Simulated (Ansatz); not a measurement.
# N (P-1) in Ansatz: convergence with ecutrho ratio

Aim: find how far ecutrho ratio must go before the results for N settle, at PBE. This setting moves, with any that are tied to it; all else stays.

All numbers are computed with Ansatz 0.2.0; they aren't measurements. Logs are shortened: lines on timing, memory, paths and dates and some standing lists are left out, and cuts for length are marked.

## (1) The cell of the first run

The typed cell holds 2 atoms: a = 2.519 Å, b = 2.519 Å, c = 2.446 Å, α = 90.00°, β = 90.00°, γ = 120.00°.

The real solid is made of molecules; this cell is a model form.

The cell isn't the ideal one: atoms moved at random, drawn with an rms of 0.05 Å.

## (2) With ecutrho ratio 4

input.yaml

```yaml
crystal:
  lattice:
    - [2.5194737886, 0.0, 0.0]
    - [-1.2597368943, 2.1819283051, 0.0]
    - [0.0, 0.0, 2.446002]
  atoms:
    - { symbol: "N", position: [0.328984, 0.660232, 0.736061] }
    - { symbol: "N", position: [0.671618, 0.332904, 0.258587] }
hamiltonian:
  xc: pbe
  pseudopotentials: { kind: nc, accuracy: standard }
kpoints:
  mp_grid: { grid: [9, 9, 8] }
scf:
  occupations: { method: gaussian, width: 0.05 }
output:
  forces: true
  stress: true
  eigenvalues: true
basis:
  ecutrho_ratio: 4
```

Potentials or basis: PseudoDojo standard (PBE files).

Command:

```bash
> ansatz run input.yaml --threads 2 --pin off --max-ram 5632MiB --backend cpu --events-out ev --progress --plain --runs-dir out
```

What it wrote:

```text
Warning: RAYON_NUM_THREADS=2 ignored (pool sized by the plan → 2); use --threads N
Engine: ansatz 0.2.0, x86_64-unknown-linux-gnu
Pseudopotentials: kind: nc
Pseudopotential: N, nc, valence charge 5, recommended cutoff 1142.878222 eV (normal), N.nc.azcp (PseudoDojo's, or run here from an input of PseudoDojo's; its table is named by hamiltonian.pseudopotentials.accuracy)
Functional definition: PBE
  parameter kappa = 0.804
  parameter beta = 0.06672455060314922
  exchange = pbe_x(kappa = kappa, mu = beta*pi^2/3)
  correlation = pbe_c(beta = beta)
Crystal: 2 atoms, lattice volume = 13.446 Å³
Basis set: ecut = 1142.878222 eV, 1183 PW (Γ), exchange–correlation on 60×60×54 points (8 copies of the dense FFT grid, shifted against one another)
Bands: 9, of which v1, the nominal top of the filled ones, is band 5 counted from 1 (4 counted from 0)
Symmetry: 2 space group operations
Space group: P-1 (ITA 2), of the structure as read, at distance tolerance 2.4e-5 Å
k-points: 325 of 648
Non-local potential: N, projectors of the file, l = 0: 2, l = 1: 2
Initial density: superposition of atomic densities (chi_scale 0.1, normalization cell)
Initial wavefunctions: pseudopotential atomic-orbital guess
Functional: x = pbe(κ = 0.804, μ = 0.2195149727645171), c = pbe(β = 0.06672455060314922)
SCF iter   1: F=—  HF=-557.294005 eV  |F-HF|=—  |Δ(HF+E_count)|=         —  Δρ=3.86e-2  dr2=8.53e-2  ethr=3.10e-3  ⟨swp⟩=5.9  Hψ=19601  notcnv=0
preconditioner: auto → none  [metal: Δε(μ)=0.011 eV  Ē_g=15.227 eV  σ=0.050 eV  W_gap=0.12  n_scr=2 (ndim 8)  ℏωp=32.0 eV  f_vac=0.000  D(μ)=1.50/eV (n_scr^D=20)  sad-step TF]
SCF iter   2: F=—  HF=-557.294176 eV  |F-HF|=—  |Δ(HF+E_count)|=   1.71e-4  Δρ=2.21e-2  dr2=3.12e-2  ethr=8.53e-4  ⟨swp⟩=1.1  Hψ=5552  notcnv=0
SCF iter   3: F=—  HF=-557.298233 eV  |F-HF|=—  |Δ(HF+E_count)|=   4.06e-3  Δρ=2.66e-3  dr2=6.84e-4  ethr=3.12e-4  ⟨swp⟩=2.3  Hψ=4494  notcnv=0  defer=2
SCF iter   4: F=—  HF=-557.298223 eV  |F-HF|=—  |Δ(HF+E_count)|=   1.01e-5  Δρ=8.43e-4  dr2=2.99e-5  ethr=6.84e-6  ⟨swp⟩=2.4  Hψ=4320  notcnv=0  defer=9
SCF iter   5: F=—  HF=-557.298242 eV  |F-HF|=—  |Δ(HF+E_count)|=   1.95e-5  Δρ=1.18e-4  dr2=6.00e-7  ethr=2.99e-7  ⟨swp⟩=2.6  Hψ=4587  notcnv=0  defer=9
SCF iter   6: F=-557.298243 eV  HF=-557.298243 eV  |F-HF|=9.90e-10  |Δ(HF+E_count)|=   7.95e-7  Δρ=1.81e-5  dr2=2.26e-8  ethr=1.00e-9  ⟨swp⟩=7.1  Hψ=16176  notcnv=0
SCF 1 converged in 6 iterations: F = -557.298243 eV  dr2 = 2.26e-8
SCF converged after 6 iterations
Free energy (F): -557.298243 eV
Harris-Foulkes:  -557.298243 eV  (|F-HF|=9.90e-10)
Internal energy: -557.296592 eV  (E = F + TS)
E sigma→0 (E₀):  -557.297418 eV
Entropy (-TS):   -0.001651 eV (-0.825 meV/atom)
Fermi energy:    10.341735 eV
--- Per-component energies (eV) ---
  E_band       = 18.539313
  E_kinetic    = 348.401750
  E_local      = -227.631355  (includes V_loc(G=0)·N_el)
  E_nonlocal   = -31.910004
  E_hartree    = 51.873823
  E_xc         = -158.097298
  E_vxc        = -174.068514  (∫ρ·V_xc dr)
  E_ewald      = -539.933509
  E_smearing   = -0.001651  (= −TS)
  E_closure    = 0.000000  (closes the sum)
  Σ components = -557.298243   (vs F -557.298243, Δ=0.00e0)
--- Forces (eV/Å), atoms counted from 1 ---
  atom   1  N     -0.14627020    -0.10905928    -1.96094571
  atom   2  N      0.14627020     0.10905928     1.96094571
  max |Σ_I F_I| component: 0.00e0 eV/Å
--- Stress (GPa, compression-positive) ---
       10.114540      -2.193021      -0.233227
       -2.193021      13.913270      -0.332039
       -0.233227      -0.332039       6.954513
  P = ⅓ Tr σ = 10.3274 GPa (103.274 kbar)
--- Band table (eV; the first three rows and the last of 325) ---
  k-point 0: bands = ["-11.7821", "4.5687", "5.5386", "7.7880", "8.0516", "12.9567", "13.3104", "16.3640", "25.1991"]
  k-point 1: bands = ["-11.4680", "2.0198", "7.5361", "8.0144", "8.2676", "12.8658", "13.1862", "16.0226", "26.3651"]
  k-point 2: bands = ["-10.5326", "-1.1411", "8.6623", "8.8829", "9.3715", "12.5406", "12.7658", "15.0895", "29.2818"]
  k-point 324: bands = ["-7.8329", "-2.5261", "4.4757", "6.1198", "10.2315", "11.0821", "14.4506", "14.7737", "25.7514"]
```

Wall time 9.4 s (2 threads of Intel Xeon at 2.50GHz (Skylake/Cascade Lake), shared host); peak memory 0.39 GiB.

What came out:

```yaml
Free_energy: -557.2982 eV
Pressure: 10.3 GPa
Largest_force: 1.969 eV/Å
Band_gap_on_the_k_mesh: none (metal or under the smearing width)
```

## (3) With ecutrho ratio 5

Edit input.yaml of step 2 so:

```diff
@@ -20,2 +20,2 @@
 basis:
-  ecutrho_ratio: 4
+  ecutrho_ratio: 5
```

Potentials or basis: PseudoDojo standard (PBE files).

Command:

```bash
> ansatz run input.yaml --threads 2 --pin off --max-ram 5632MiB --backend cpu --events-out ev --progress --plain --runs-dir out
```

Wall time 11 s (2 threads of Intel Xeon at 2.50GHz (Skylake/Cascade Lake), shared host); peak memory 0.4 GiB.

Results:

```
Free energy            : -557.2982 eV
Pressure               : 10.3 GPa
Largest force          : 1.969 eV/Å
Band gap on the k mesh : none (metal or under the smearing width)
```

## (4) With ecutrho ratio 6

Edit input.yaml of step 3 so:

```diff
@@ -20,2 +20,2 @@
 basis:
-  ecutrho_ratio: 5
+  ecutrho_ratio: 6
```

Command:

```bash
> ansatz run input.yaml --threads 2 --pin off --max-ram 5632MiB --backend cpu --events-out ev --progress --plain --runs-dir out
```

Run time: 8.9 s. Hardware: 2 threads of Intel Xeon at 2.50GHz (Skylake/Cascade Lake), shared host; peak memory 0.42 GiB.

What came out:

| Quantity | Value |
| --- | --- |
| Free energy | -557.2982 eV |
| Pressure | 10.3 GPa |
| Largest force | 1.969 eV/Å |
| Band gap on the k mesh | none (metal or under the smearing width) |

## (5) With ecutrho ratio 8

Edit input.yaml of step 4 so:

```diff
@@ -20,2 +20,2 @@
 basis:
-  ecutrho_ratio: 6
+  ecutrho_ratio: 8
```

Command:

```bash
> ansatz run input.yaml --threads 2 --pin off --max-ram 5632MiB --backend cpu --events-out ev --progress --plain --runs-dir out
```

Run time: 8.6 s. Hardware: 2 threads of Intel Xeon at 2.50GHz (Skylake/Cascade Lake), shared host; peak memory 0.43 GiB.

Results (log left out):

```yaml
Free_energy: -557.2982 eV
Pressure: 10.3 GPa
Largest_force: 1.969 eV/Å
Band_gap_on_the_k_mesh: none (metal or under the smearing width)
```

## (6) With ecutrho ratio 10

Edit input.yaml of step 5 so:

```diff
@@ -20,2 +20,2 @@
 basis:
-  ecutrho_ratio: 8
+  ecutrho_ratio: 10
```

Potentials or basis: PseudoDojo standard (PBE files).

Command:

```bash
> ansatz run input.yaml --threads 2 --pin off --max-ram 5632MiB --backend cpu --events-out ev --progress --plain --runs-dir out
```

It took 8.8 s on 2 threads of Intel Xeon at 2.50GHz (Skylake/Cascade Lake), shared host; peak memory 0.46 GiB.

The run converged. Its results:

```
Free energy            : -557.2982 eV
Pressure               : 10.3 GPa
Largest force          : 1.969 eV/Å
Band gap on the k mesh : none (metal or under the smearing width)
```

## (7) With ecutrho ratio 12

Edit input.yaml of step 6 so:

```diff
@@ -20,2 +20,2 @@
 basis:
-  ecutrho_ratio: 10
+  ecutrho_ratio: 12
```

Command:

```bash
> ansatz run input.yaml --threads 2 --pin off --max-ram 5632MiB --backend cpu --events-out ev --progress --plain --runs-dir out
```

Wall time 8.7 s (2 threads of Intel Xeon at 2.50GHz (Skylake/Cascade Lake), shared host); peak memory 0.48 GiB.

The run converged. Its results:

| Quantity | Value |
| --- | --- |
| Free energy | -557.2982 eV |
| Pressure | 10.3 GPa |
| Largest force | 1.969 eV/Å |
| Band gap on the k mesh | none (metal or under the smearing width) |

## (8) Result

| ecutrho ratio | energy less the tightest run, at zero smearing (meV/atom) | SCF cycles | CPU time (s) | peak memory (GiB) |
| --- | --- | --- | --- | --- |
| 4 | 0.00 | 6 | 15 | 0.39 |
| 5 | 0.00 | 6 | 16 | 0.4 |
| 6 | 0.00 | 6 | 15 | 0.42 |
| 8 | 0.00 | 6 | 16 | 0.43 |
| 10 | 0.00 | 6 | 15 | 0.46 |
| 12 | 0.00 | 6 | 16 | 0.48 |

Against the tightest run, the energy stays within 1 meV/atom from 4 on. The tightest run that finished is the yardstick and may itself not be fully converged.
